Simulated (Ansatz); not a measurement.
**SiO2: the band gap up the ladder of functionals**

The task here is to estimate one member of a computed series from the others.

Code: Ansatz 0.2.0. PAW datasets, plane waves. These are computed values for a spin-unpolarised cell that may be hypothetical; none is a measurement.

**Starting point**

The cell was relaxed beforehand with r2SCAN.

The symmetry is P4_2/nmc (No. 137, tetragonal); a = 2.825 Å, c = 8.189 Å in the conventional setting, 10.89 Å³ an atom. Si has 4 O at 1.64 Å; O has 2 Si at 1.64 Å.

Structure file:

```cif
data_structure
_symmetry_space_group_name_H-M 'P4_2/nmc:1'
_symmetry_Int_Tables_number 137
_cell_length_a 2.8254
_cell_length_b 2.8254
_cell_length_c 8.1887
_cell_angle_alpha 90.000
_cell_angle_beta 90.000
_cell_angle_gamma 90.000
_cell_volume 65.37
loop_
_atom_site_label
_atom_site_type_symbol
_atom_site_symmetry_multiplicity
_atom_site_Wyckoff_symbol
_atom_site_fract_x
_atom_site_fract_y
_atom_site_fract_z
_atom_site_occupancy
Si1 Si 2 a 0.00000 0.00000 0.00000 1
O1 O 4 d 0.00000 0.50000 0.39795 1
```

The first run:

The input, input.yaml:

```yaml
crystal:
  lattice:
    - [2.8254041668, 0.0, 0.0]
    - [0.0, 2.8254041668, 0.0]
    - [0.0, 0.0, 8.1886518438]
  atoms:
    - { symbol: Si, position: [0.0, 0.0, 0.0] }
    - { symbol: Si, position: [0.5, 0.5, 0.5] }
    - { symbol: O, position: [0.0, 0.5, 0.3979541675] }
    - { symbol: O, position: [0.0, 0.5, 0.8979541675] }
    - { symbol: O, position: [0.5, 0.0, 0.6020458325] }
    - { symbol: O, position: [0.5, 0.0, 0.1020458325] }
kpoints:
  mp_grid: { grid: [10, 10, 4] }
  band_path:
    path:
      - [[0.0, 0.0, 0.0], [1.702709546385e-51, 0.5, 0.0], [0.5, 0.5, 0.0], [0.0, 0.0, 0.0], [0.0, 0.0, 0.5], [1.702709546385e-51, 0.5, 0.5], [0.5, 0.5, 0.5], [0.0, 0.0, 0.5]]
      - [[1.702709546385e-51, 0.5, 0.0], [1.702709546385e-51, 0.5, 0.5]]
      - [[0.5, 0.5, 0.0], [0.5, 0.5, 0.5]]
    npoints: 10
hamiltonian:
  xc: pbe
scf:
  occupations: { method: fermi_dirac, width: 0.02 }
  n_extra_bands: 5
output:
  forces: true
  stress: true
  eigenvalues: true
```

On the command line:

```
$ ansatz run input.yaml --threads 2 --pin off --max-ram 20275MiB --backend cpu --events-out ev --progress --plain --runs-dir out
```

Steps of the session up to this table: PBE bands along the symmetry lines; r2SCAN; Single point with HSE06; Single point with PBE0.

One of the session's tables, all rows but one given; the rest of the session is left out.

| level | gap (eV) |
| --- | --- |
| PBE | 5.18 |
| r2SCAN | 5.93 |
| HSE06 | 7.09 |
| PBE0 | ? |

Q: Estimate the row for PBE0 from the others.

As computed: gap (eV): 7.86. In the column «gap (eV)» it is the highest.

Meshes: PBE 10×10×4, r2SCAN 10×10×4, HSE06 6×6×2, PBE0 6×6×2

In words: PBE gives the least gap, 5.18 eV, and PBE0 the largest, 7.86 eV. Against HSE06, PBE is short by 1.91 eV, at 73 % of it, and r2SCAN 84 %. PBE0 lies 0.76 eV above HSE06, which differs from it by screening the long-range exchange.

To keep in mind: Warnings in the runs' records: stress scf threshold loose, stress exchange threshold loose.
